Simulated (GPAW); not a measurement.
TiO2:

```
CELL_PARAMETERS angstrom
4.59984 0.00000 0.00000
0.00000 4.59984 0.00000
0.00000 0.00000 2.95921
ATOMIC_POSITIONS crystal
Ti 0.00000 0.00000 0.50000
Ti 0.50000 0.50000 0.00000
O 0.30432 0.30432 0.50000
O 0.19568 0.80432 0.00000
O 0.80432 0.19568 0.00000
O 0.69568 0.69568 0.50000
```

The cell is a database's computed one.

Base run:

| Property | Result |
| --- | --- |
| Program | GPAW 26.7.0 |
| Functional | TASK |
| Potentials or basis | GPAW PAW data sets (gpaw-data 1.2.1) |
| Cutoff | 800 eV |
| Basis | pw |
| k mesh | 4 × 4 × 6 |
| Occupations | fermi-dirac, width 0.05 eV |
| Spin | no spin polarisation |

Its results: band gap on the k mesh 2.57 eV, direct; pressure 14.6 GPa; largest force 0.054 eV/Å.

The run is repeated on the same cell with these changes: functional from TASK to revPBE; potentials or basis from GPAW PAW data sets (gpaw-data 1.2.1) to the program's PAW data sets (release 1.2.1) made for this functional. What comes out?

Band gap on the k mesh 1.90 eV, direct; pressure 9.2 GPa; largest force 0.057 eV/Å.

Caveats: the PAW data sets were made with another functional, which shifts forces and pressure a little (some runs).
